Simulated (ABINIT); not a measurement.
Crystal: GaSb.

```xyz
2
Lattice="0.0000 3.0590 3.0590 3.0590 0.0000 3.0590 3.0590 3.0590 0.0000" Properties=species:S:1:pos:R:3 pbc="T T T"
Sb    4.5885    4.5885    4.5885
Ga    0.0000    0.0000    0.0000
```

Base run:

```yaml
Program: ABINIT 10.8.3 (patched build)
Functional: PBEsol
Potentials_or_basis: PseudoDojo NC SR PBEsol v0.4.1 standard
Cutoff: 980 eV
k_mesh: 6 × 6 × 6
Occupations: fermi-dirac, width 0.05 eV
Spin: no spin polarisation
```

Its results: band gap on the k mesh none (metal or under the smearing width); pressure -1.5 GPa.

Problem. The run is repeated on the same cell with these changes: potentials or basis from PseudoDojo NC SR PBEsol v0.4.1 standard to PseudoDojo NC SR PBEsol v0.4 stringent; cutoff from 980 eV to 1551 eV; valence electrons from 28 to 44. What comes out?

Solution. Band gap on the k mesh none (metal or under the smearing width); pressure -0.1 GPa.

Caveats: this crystal is a semiconductor, whose small gap the functional closes, so the metal is an error of the method.
